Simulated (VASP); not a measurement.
Runs of VASP 6.6.1 on GaN. Symmetry: Fm-3m, No. 225, cubic system. Conventional cell: a = 4.270 Å, b = 4.270 Å, c = 4.270 Å, α = 90.00°, β = 90.00°, γ = 90.00°. Ga (site symmetry m-3m) has 6 N at 2.14 Å as nearest neighbours. Around N (site symmetry m-3m) lie 6 Ga at 2.14 Å. Measurements of this composition are mostly on another form, of space group No. 186.

```csv
task,level,potentials or basis,cell,k mesh,cutoff (eV),mesh quality,gap on the mesh (eV),pressure (GPa),relaxed volume (Å³/atom)
relaxation of cell and atoms,RPBE,"VASP PAW PBE potentials, release 64 (Ga_d, N)",relaxed,14 × 14 × 14,600,not flagged,(b),0.0,9.97
relaxation of cell and atoms,PBEsol,"VASP PAW PBE potentials, release 64 (Ga_d, N)",relaxed,6 × 6 × 6,600,coarse,0.52,0.0,9.40
relaxation of cell and atoms,LDA,"VASP PAW LDA potentials, release 64 (Ga_d, N)",relaxed,14 × 14 × 14,600,not flagged,0.59,0.0,9.18
relaxation of cell and atoms,PBEsol,"VASP PAW PBE potentials, release 64 (Ga_d, N)",relaxed,14 × 14 × 14,600,not flagged,0.53,0.0,9.40
single point,PBEsol,"VASP PAW PBE potentials, release 64 (Ga_d, N)",as given,14 × 14 × 14,520,not flagged,0.32,-7.2,-
relaxation of cell and atoms,PBEsol,"VASP PAW PBE potentials, release 64 (Ga, N)",relaxed,14 × 14 × 14,580,not flagged,(a),0.0,9.51
relaxation of cell and atoms,PBEsol,"VASP PAW PBE potentials, release 64 (Ga_d, N_s)",relaxed,14 × 14 × 14,480,not flagged,(c),-0.1,9.41
```

Alike in all rows: no spin polarisation; smearing gaussian 0.02 eV.

Problem. Estimate the missing entries.

Solution. (a) 0.56; (b) 0.35; (c) 0.54.

Caveats: some runs use coarse meshes; the PAW data sets were made with another functional, which shifts forces and pressure a little (some runs).

A k mesh can miss the band edges, and the runs leave out spin-orbit coupling on Ga.

The runs don't all hold the same shells in valence.

Runs at the PBE level aren't shown here.
